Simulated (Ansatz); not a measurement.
ZnS (P6_3mc), a vibration from a frozen displacement

Level of theory: DFT r2SCAN, scalar-relativistic, plane waves, PAW in Ansatz 0.2.0. Settings: plane waves to 500 eV, k-mesh 6×6×4 (Γ-centred), Gaussian smearing 0.05 eV. No spin polarisation. Energies are free energies at this smearing, counted from the undisturbed cell; pressure is positive in compression.

The starting cell (relaxed at this level):

```
Zn S
1.0
     3.80672    0.00000    0.00000
    -1.90336    3.29672    0.00000
     0.00000    0.00000    6.24574
Zn S
2 2
Direct
  0.33333 0.66667 0.00539
  0.66667 0.33333 0.50539
  0.33333 0.66667 0.37961
  0.66667 0.33333 0.87961
```

Atom 3 (S) is moved by x along the Cartesian unit vector (-0.500, -0.866, 0.000); the cell and all other atoms stay fixed. The cell's volume is 78.38 Å³; the moved atoms weigh 32.060 u together and the others 162.820 u. Some rows repeat others by symmetry and weren't run.

```csv
x (Å),ΔE (meV/cell),total force on the moved atoms along the move (eV/Å),pressure (GPa)
-0.4500,762.62,3.8007,3.9574
-0.4050,603.41,3.2827,3.1556
-0.3600,466.56,2.8065,2.4553
-0.3150,350.25,2.3686,1.8511
-0.2700,252.87,1.9649,1.3385
-0.2250,172.97,1.5910,0.9129
-0.1800,109.31,1.2420,0.5705
-0.1350,60.88,0.9135,0.3079
-0.0900,26.86,0.6004,0.1223
0.0000,0.00,0.0000,-0.0251
0.0900,26.86,-0.6004,0.1223
0.1350,60.88,-0.9135,0.3079
0.1800,109.31,-1.2420,0.5705
0.2250,172.97,-1.5910,0.9129
0.2700,252.87,-1.9649,1.3385
0.3150,350.25,-2.3686,1.8511
0.3600,466.56,-2.8065,2.4553
0.4050,603.41,-3.2827,3.1556
0.4500,762.62,-3.8007,3.9574
```

**Question.** What frequency belongs to this motion?

**Answer.** The force constant is k = −dF/dx = 6.671 eV/Å², from the parabola through x = -0.0900, 0 and 0.0900. In every cell the moved atoms swing against the rest, so the mass is μ = m₁m₂/(m₁ + m₂) = 26.786 u, and ν̃ = 521.5 cm⁻¹ × √(|k|/μ) = 260 cm⁻¹. The pattern needn't be a normal mode: ν̃² is then a weighted mean of the squared nonzero frequencies at the zone centre of this cell, taken without macroscopic field, so it lies between the lowest and the highest of them.

**Question.** How far does the harmonic law reach?

**Answer.** At x = -0.450 Å, kx²/2 = 675.41 meV against the computed 762.62 meV (+12.9 %): the well stiffens in this direction at large amplitude.

**Question.** The pressure changes with x². What does that say about the frequency under compression?

**Answer.** With E = k(V)x²/2, k ∝ V^(−2γ) and x scaling with the cell as V^(1/3), P − P0 = −∂E/∂V = (2γ − 2/3) ΔE/V. At x = 0.1350 Å, V(P − P0) = 78.38 × 0.33291 / 160.2 eV = 162.87 meV and ΔE = 60.88 meV, so γ = 1/3 + V(P − P0)/(2ΔE) = 1.67. This is the Grüneisen parameter of the motion under uniform scaling of the cell: shrinking the cell evenly by 1 % in volume raises the frequency by about 1.67 %.

The 260 cm⁻¹ motion is essentially a Zn–S bond-stretching vibration. Moving one sulfur along this direction in the basal plane stretches one of its three slanted bonds and shortens another, while the third slanted bond and the bond along c, both perpendicular to the move, mainly bend. By symmetry only E₁ and E₂ modes can contribute, and the stiff optical ones probably dominate, because the force constant weights modes by squared frequency.

A mirror plane makes the two directions of the move equivalent, so odd terms in the energy vanish and the first departure from the parabola is quartic. Its positive sign fits short-range repulsion in the compressed bonds, which grows faster than the stretched bonds soften. The same bond anharmonicity explains the outward push on the cell and the positive Grüneisen parameter of 1.67: shorter bonds are stiffer. This value doesn't settle the sign of the thermal expansion at low temperature, where soft shear-like acoustic modes, which in tetrahedral semiconductors often have negative Grüneisen parameters, carry most of the weight.
